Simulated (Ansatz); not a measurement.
# BN: the cost of one run

Method: DFT PBE+D3(BJ), scalar-relativistic, plane waves, PAW, in Ansatz 0.2.0.

1 further run of the same task is left out (set aside as unsound or not needed).

## (1) Starting point

Symmetry: Fmm2, No. 42, orthorhombic system. The conventional cell has a = 2.508 Å, b = 6.679 Å, c = 4.338 Å, α = 90.00°, β = 90.00°, γ = 90.00°. Around B (site symmetry mm2) lie 3 N at 1.45 Å. N (site symmetry mm2) is surrounded by 3 B at 1.45 Å.

As a file:

```cif
data_structure
_symmetry_space_group_name_H-M 'Fmm2'
_symmetry_Int_Tables_number 42
_cell_length_a 2.5077
_cell_length_b 6.6790
_cell_length_c 4.3377
_cell_angle_alpha 90.000
_cell_angle_beta 90.000
_cell_angle_gamma 90.000
_cell_volume 72.65
loop_
_atom_site_label
_atom_site_type_symbol
_atom_site_symmetry_multiplicity
_atom_site_Wyckoff_symbol
_atom_site_fract_x
_atom_site_fract_y
_atom_site_fract_z
_atom_site_occupancy
B1 B 4 a 0.50000 0.00000 0.50011 1
N1 N 4 a 0.50000 0.00000 0.16659 1
```

It goes back to an entry of the Materials Project, which need not be the stable form.

This cell was relaxed beforehand with the same method: volume 9.08 Å³/atom, gap on the mesh 3.66 eV.

## (2) Electronic structure at the relaxed geometry

input.yaml reads:

```yaml
crystal:
  lattice:
    - [0.0, 3.3394821895, 2.1688319106]
    - [1.2538424675, 0.0, 2.1688319106]
    - [1.2538424675, 3.3394821895, 0.0]
  atoms:
    - { symbol: B, position: [0.0001068737, 0.0001068737, 0.9998931263] }
    - { symbol: "N", position: [0.6665931163, 0.6665931163, 0.3334068837] }
basis:
  ecutwfc: 420
kpoints:
  mp_grid: { grid: [12, 12, 12] }
  band_path:
    path:
      - [[0.0, 0.0, 0.0], [0.5, 0.0, 0.5], [1.0, 0.5, 0.5], [0.5, 0.5, 0.0], [0.0, 0.0, 0.0], [0.0, 0.36879791, 0.36879791]]
      - [[1.0, 0.63120209, 0.63120209], [1.0, 0.5, 0.5]]
      - [[0.5, 0.0, 0.5], [0.5, 0.29831275, 0.79831275]]
      - [[0.5, 0.70168725, 0.20168725], [0.5, 0.5, 0.0]]
    npoints: 14
hamiltonian:
  xc: pbe
  dispersion: d3bj
scf:
  occupations: { method: gaussian, width: 0.02 }
  n_extra_bands: 6
output:
  forces: true
  stress: true
  eigenvalues: true
  populations: true
  dos: { projected: true, de: 0.02, nscf_kmesh: { grid: [18, 18, 18] } }
  bader: true
  write_density: true
  write_potential: true
  elf: true
  volumetric_format: npy
```

Launch:

```bash
$ ansatz run input.yaml --threads 1 --pin off --max-ram 2560MiB --backend cpu --events-out ev --progress --plain --runs-dir out
```

What time and memory should one allow on 1 thread of Intel Xeon 6975P-C (Granite Rapids), shared host?

About 30 s, with a peak of 0.42 GiB.
